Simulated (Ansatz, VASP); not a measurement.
# Al2Pt: VASP beside Ansatz

```
Al Pt
1.0
     0.00000    2.89468    2.89468
     2.89468    0.00000    2.89468
     2.89468    2.89468    0.00000
Al Pt
2 1
Direct
  0.25000 0.25000 0.25000
  0.75000 0.75000 0.75000
  0.00000 0.00000 0.00000
```

Change from the starting cell: volume scaled by 0.94.

Alike in both runs: task single point; functional LDA; k mesh 12 × 12 × 12; occupations fermi-dirac, width 0.08 eV; no spin polarisation.

|  | VASP | Ansatz |
| --- | --- | --- |
| version | VASP 6.6.1 | Ansatz 0.2.0 |
| potentials or method | VASP PAW LDA potentials, release 64 (Al, Pt), cutoff 520 eV | all-electron LAPW, scalar-relativistic |

```csv
,VASP,Ansatz,Ansatz less VASP
pressure (GPa),5.6,5.2,-0.48
```

Ansatz ran all-electron here, so the differences hold the error of VASP's frozen core and of both bases.

Spin-orbit coupling is left out, which matters for the levels of Pt.
